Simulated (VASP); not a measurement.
# In in VASP: a series of runs

Runs on In. Level: PBE. Tasks: single point.

Everything below comes from runs of VASP 6.6.1. Logs are shortened: lines on timing, memory, paths and dates and some standing lists are left out, and cuts for length are marked.

## 1. The structure

The cell holds a slab with vacuum, 3 atoms: a = 3.335 Å, b = 3.335 Å, c = 20.509 Å, α = 90.00°, β = 90.00°, γ = 120.00°.

The slab is cut from a database's or a generator's crystal, which needn't be the stable form of the element.

## 2. Single point, PBE

File INCAR:

```
SYSTEM = In
PREC     = Accurate       ! precision mode
ENCUT    = 460            ! plane-wave cutoff, eV
EDIFF    = 1E-7           ! SCF threshold, eV
ISMEAR   = 1              ! smearing method
SIGMA    = 0.1            ! smearing width, eV
LREAL    = .FALSE.        ! projectors in reciprocal space
LASPH    = .TRUE.         ! aspherical terms in the spheres
NELM     = 120            ! most SCF steps
ALGO     = Normal         ! electronic algorithm
ISIF     = 2              ! what is computed and relaxed
LWAVE    = .FALSE.        ! write WAVECAR
LCHARG   = .FALSE.        ! write CHGCAR
LDIPOL   = .TRUE.       
IDIPOL   = 3            
DIPOL    = 0.5 0.5 0.500
GGA      = PE             ! functional
NBANDS   = 30             ! bands
LVHAR    = .TRUE.       
LVACPOTAV= .TRUE.
```

File KPOINTS:

```
regular mesh
0
G
  14 14 1
  0 0 0
```

File POSCAR:

```
In
1.0
    3.3354847820      0.0000000000      0.0000000000
   -1.6677423910      2.8886145552      0.0000000000
    0.0000000000      0.0000000000     20.5091429200
In
3
Direct
    0.3333333300      0.6666666600      0.3656905620
    0.6666666700      0.3333333400      0.5000000000
    0.3333333300      0.6666666600      0.6343094380
```

Potentials or basis: VASP PAW PBE potentials, release 64 (In_d).

The run is started by

```bash
$ cat potpaw_PBE.64/In_d/POTCAR > POTCAR
$ mpirun -np 1 vasp_std > vasp.out
```

OUTCAR:

```text
SYSTEM = In
   PREC = Accurate
   ENCUT = 460
   EDIFF = 1E-7
   ISMEAR = 1
   LREAL = .FALSE.
   LASPH = .TRUE.
   NELM = 120
   ISIF = 2
   GGA = PE

 Found     24 irreducible k-points:

 Following reciprocal coordinates:
            Coordinates               Weight
  0.000000  0.000000  0.000000      1.000000
  0.071429  0.000000  0.000000      6.000000
  0.142857  0.000000  0.000000      6.000000
  0.214286  0.000000  0.000000      6.000000
  0.285714 -0.000000  0.000000      6.000000
  0.357143 -0.000000  0.000000      6.000000
   k-points           NKPTS =     24   k-points in BZ     NKDIM =     24   number of bands    NBANDS=     30
   number of dos      NEDOS =    301   number of ions     NIONS =      3
   total plane-waves  NPLWV =  82944
   dimension x,y,z NGX =    24 NGY =   24 NGZ =  144
   dimension x,y,z NGXF=    48 NGYF=   48 NGZF=  288
   ions per type =               3
   NGX,Y,Z   is equivalent  to a cutoff of  11.96, 11.96, 11.67 a.u.
   NGXF,Y,Z  is equivalent  to a cutoff of  23.92, 23.92, 23.35 a.u.
 SYSTEM =  In
   PREC   = accura    normal or accurate (medium, high low for compatibility)
   ISTART =      0    job   : 0-new  1-cont  2-samecut
   ICHARG =      2    charge: 1-file 2-atom 10-const
   ISPIN  =      1    spin polarized calculation?
   LNONCOLLINEAR =      F non collinear calculations
   LSORBIT =      F    spin-orbit coupling
   LASPH  =      T    aspherical Exc in radial PAW
   ENCUT  =  460.0 eV  33.81 Ry    5.81 a.u.   5.83  5.83 35.87*2*pi/ulx,y,z
   NELM   =    120;   NELMIN=  2; NELMDL= -5     # of ELM steps
   EDIFF  = 0.1E-06   stopping-criterion for ELM
   LREAL  =      F    real-space projection
   EDIFFG = 0.1E-05   stopping-criterion for IOM
   NSW    =      0    number of steps for IOM
   IBRION =     -1    ionic relax: 0-MD 1-quasi-New 2-CG
   NFREE  =      0    steps in history (QN), initial steepest desc. (CG)
   ISIF   =      2    stress and relaxation
   ISYM   =      2    0-nonsym 1-usesym 2-fastsym
   POTIM  = 0.5000    time-step for ionic-motion
   TEBEG  =    0.0;   TEEND  =   0.0 temperature during run
   PSTRESS=    0.0 pullay stress
   NELECT =      39.0000    total number of electrons
   NUPDOWN=      -1.0000    fix difference up-down
   EMIN   =  10.00;   EMAX   =-10.00  energy-range for DOS
   EFERMI =   0.00;   METHOD = LEGACY
   ISMEAR =     1;   SIGMA  =   0.10  broadening in eV -4-tet -1-fermi 0-gaus
   EFERMI_NEDOS =   21; number of points for ismear=-14 and -15
   IALGO  =     38    algorithm
   IMIX   =      4    mixing-type and parameters
     AMIX     =   0.40;   BMIX     =  1.00
     AMIX_MAG =   1.60;   BMIX_MAG =  1.00
  volume/ion in A,a.u.               =      65.87       444.50
  Fermi-wavevector in a.u.,A,eV,Ry     =   0.953157  1.801205 12.361000  0.908508
  Thomas-Fermi vector in A             =   2.081786
   LORBIT       =      0    0 simple, 1 ext, 2 COOP (PROOUT), +10 PAW based schemes
   GGA     = PE    functional components
   LHFCALC =     F    Hartree Fock is set to
   AEXX    =    0.0000 exact exchange contribution
   IVDW    =     0    specifies the selected vdW correction
   LEPSILON=     F    determine dielectric tensor
   LRPA    =     F    only Hartree local field effects (RPA)
 non-spin polarized calculation
 Methfessel and Paxton  Order N= 1 SIGMA  =   0.10
  energy-cutoff  :      460.00
  volume of cell :      197.60
 maximum number of plane-waves:      4454
 NGX is ok and might be reduce to    24
   NGX = 11   NGY = 11   NGZ = 71

 dipolmoment           0.000000      0.000000     -0.000000 electrons x Angstroem

 number of electron      38.9999985 magnetization

 dipolmoment           0.000000      0.000000      0.000000 electrons x Angstroem

 Free energy of the ion-electron system (eV)
  ---------------------------------------------------
  ext. energy  EPLUGINS =         0.00000000
  ---------------------------------------------------
  free energy    TOTEN  =        -7.35192449 eV

  energy without entropy =       -7.35342604  energy(sigma->0) =       -7.35242501

 E-fermi :   0.7456     XC(G=0):  -4.8451

 val. band max:        0.6448610986   @ k =   0.4286   0.0714   0.0000
 cond. band min:       0.7987314197   @ k =   0.3571   0.2857   0.0000
 fundamental gap:      0.1538703212
 Fermi energy:         0.7456106623

 k-point     1 :       0.0000    0.0000    0.0000
  band No.  band energies     occupation
      1     -13.9859      2.00000
      2     -13.9702      2.00000
      3     -13.9413      2.00000
      4     -13.9117      2.00000
      5     -13.9117      2.00000
      6     -13.9000      2.00000
[... 22 lines left out ...]
     29      10.3750      0.00000
     30      10.3750      0.00000

 k-point     2 :       0.0714    0.0000    0.0000
  band No.  band energies     occupation
      1     -13.9795      2.00000
      2     -13.9636      2.00000
      3     -13.9382      2.00000
      4     -13.9117      2.00000
      5     -13.9024      2.00000
      6     -13.8982      2.00000
[... 22 lines left out ...]
     29       9.2977      0.00000
     30       9.9804      0.00000

 k-point     3 :       0.1429    0.0000    0.0000
  band No.  band energies     occupation
      1     -13.9801      2.00000
      2     -13.9567      2.00000
      3     -13.9268      2.00000
      4     -13.9110      2.00000
      5     -13.9014      2.00000
      6     -13.8683      2.00000
[... 22 lines left out ...]
     29       8.7780      0.00000
     30       9.1679      0.00000

 k-point     4 :       0.2143    0.0000    0.0000
  band No.  band energies     occupation
      1     -14.0045      2.00000
      2     -13.9696      2.00000
      3     -13.9279      2.00000
      4     -13.8984      2.00000
      5     -13.8965      2.00000
      6     -13.8409      2.00000
[... 22 lines left out ...]
     29       8.3212      0.00000
     30       8.9628      0.00000

 k-point     5 :       0.2857   -0.0000    0.0000
  band No.  band energies     occupation
      1     -14.0362      2.00000
      2     -13.9922      2.00000
      3     -13.9466      2.00000
      4     -13.9198      2.00000
      5     -13.8994      2.00000
      6     -13.8445      2.00000
[... 22 lines left out ...]
     29       7.5871      0.00000
     30       8.5365      0.00000

 k-point     6 :       0.3571   -0.0000    0.0000
  band No.  band energies     occupation
      1     -14.0649      2.00000
      2     -14.0134      2.00000
      3     -13.9646      2.00000
      4     -13.9567      2.00000
      5     -13.9233      2.00000
      6     -13.8567      2.00000
[... 22 lines left out ...]
     29       7.9607      0.00000
     30       8.3805      0.00000

 [... further k-points ...]

------------------------ aborting loop because EDIFF is reached ----------------------------------------

  FORCE on cell =-STRESS in cart. coord.  units (eV):
  Direction    XX          YY          ZZ          XY          YZ          ZX
  --------------------------------------------------------------------------------------
  -------------------------------------------------------------------------------------
  Total       -0.5947285     -0.5947285      0.5643777      0.0000000      0.0000000      0.0000000
  in kB       -4.8220674     -4.8220674      4.5759821      0.0000000      0.0000000      0.0000000
  external PRESSURE =      -1.6893842 kB  Pullay stress =       0.0000000 kB

 VOLUME and BASIS-vectors are now :
 -----------------------------------------------------------------------------
  energy-cutoff  :      460.00
  volume of cell :      197.60
      direct lattice vectors                 reciprocal lattice vectors
     3.335484782  0.000000000  0.000000000     0.299806495  0.173093360  0.000000000
    -1.667742391  2.888614555  0.000000000     0.000000000  0.346186721  0.000000000
     0.000000000  0.000000000 20.509142920     0.000000000  0.000000000  0.048758742

 POSITION                                       TOTAL-FORCE (eV/Angst)
 -----------------------------------------------------------------------------------
      0.00000      1.92574      7.50000         0.000000      0.000000     -0.103488
      1.66774      0.96287     10.25457        -0.000000      0.000000      0.000000
      0.00000      1.92574     13.00914        -0.000000      0.000000      0.103488
 -----------------------------------------------------------------------------------
    total drift:                               -0.000000      0.000008      0.000000

  FREE ENERGIE OF THE ION-ELECTRON SYSTEM (eV)
  ---------------------------------------------------
  free  energy   TOTEN  =        -7.3519244909 eV

  energy  without entropy=       -7.3534260365  energy(sigma->0) =       -7.35242501

 vacuum level on the upper side and lower side of the slab         4.547         4.547
```

Run time: 1.9 min. Hardware: 1 thread of Intel Xeon Platinum 8375C at 2.90GHz (Ice Lake), shared host; peak memory 0.3 GiB.

These settings aren't checked as converged: the numbers below hold their error.

What came out:

```
Free energy                     : -7.3519 eV
Largest force                   : 0.103 eV/Å
Band gap on the k mesh          : none (metal or under the smearing width)
Work function of the upper face : 3.80 eV
Work function of the lower face : 3.80 eV
```

## 3. Single point, PBE

This run uses another cell than the first one, of 56.23 Å³/atom, 0.854 times its volume.

Edit INCAR of step 2 so:

```diff
@@ -2,3 +2,3 @@
 PREC     = Accurate       ! precision mode
-ENCUT    = 460            ! plane-wave cutoff, eV
+ENCUT    = 650            ! plane-wave cutoff, eV
 EDIFF    = 1E-7           ! SCF threshold, eV
```

KPOINTS is that of step 2.

File POSCAR:

```
In
1.0
    3.3354847820      0.0000000000      0.0000000000
   -1.6677423910      2.8886145552      0.0000000000
    0.0000000000      0.0000000000     17.5091429200
In
3
Direct
    0.3333333300      0.6666666600      0.3426781098
    0.6666666700      0.3333333400      0.5000000000
    0.3333333300      0.6666666600      0.6573218902
```

Potentials or basis: VASP PAW PBE potentials, release 64 (In_d).

The run is started by

```bash
$ cat potpaw_PBE.64/In_d/POTCAR > POTCAR
$ mpirun -np 1 vasp_std > vasp.out
```

Run time: 3 min. Hardware: 1 thread of Intel Xeon Platinum 8375C at 2.90GHz (Ice Lake), shared host; peak memory 0.39 GiB.

These settings aren't checked as converged: the numbers below hold their error.

What came out:

* Free energy: -7.3506 eV
* Largest force: 0.103 eV/Å
* Band gap on the k mesh: none (metal or under the smearing width)
* Work function of the upper face: 3.80 eV
* Work function of the lower face: 3.80 eV

(Part 1 of 2 ends here.)
